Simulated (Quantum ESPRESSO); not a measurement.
Here is a Quantum ESPRESSO 7.5 calculation.

The input pw.in:

```
&CONTROL
  calculation = 'scf'
  prefix = 'pwscf'
  outdir = './tmp'
  pseudo_dir = './pseudo'
  tprnfor = .true.
  tstress = .true.
  disk_io = 'nowf'
/
&SYSTEM
  ibrav = 0
  nat = 3
  ntyp = 2
  ecutwfc = 45
  ecutrho = 360
  nbnd = 14
  occupations = 'smearing'
  smearing = 'fd'
  degauss = 0.00367493
/
&ELECTRONS
  conv_thr = 6d-10
  electron_maxstep = 120
  mixing_beta = 0.5
/
ATOMIC_SPECIES
Mg    24.3050 mg_pbesol_v1.4.uspp.F.UPF
B     10.8100 b_pbesol_v1.4.uspp.F.UPF
CELL_PARAMETERS angstrom
   3.0850000000    0.0000000000    0.0000000000
  -1.5425000000    2.6716883707    0.0000000000
   0.0000000000    0.0000000000    3.5230000000
ATOMIC_POSITIONS crystal
Mg     0.0195880000   -0.0064130000   -0.0098050000
B      0.6644080000    0.3216100000    0.4917100000
B      0.3363740000    0.6663920000    0.5092550000
K_POINTS automatic
10 10 8 0 0 0
```

Potentials or basis: GBRV 1.5 PBEsol.

Run with:

```sh
$ OMP_NUM_THREADS=1 mpirun -n 2 pw.x -nk 2 -in pw.in > pw.out
```

(1) Estimate the largest force.

(2) Predict the band gap on the k mesh.

Results:

(1) 0.735 eV/Å.

(2) none (metal or under the smearing width).
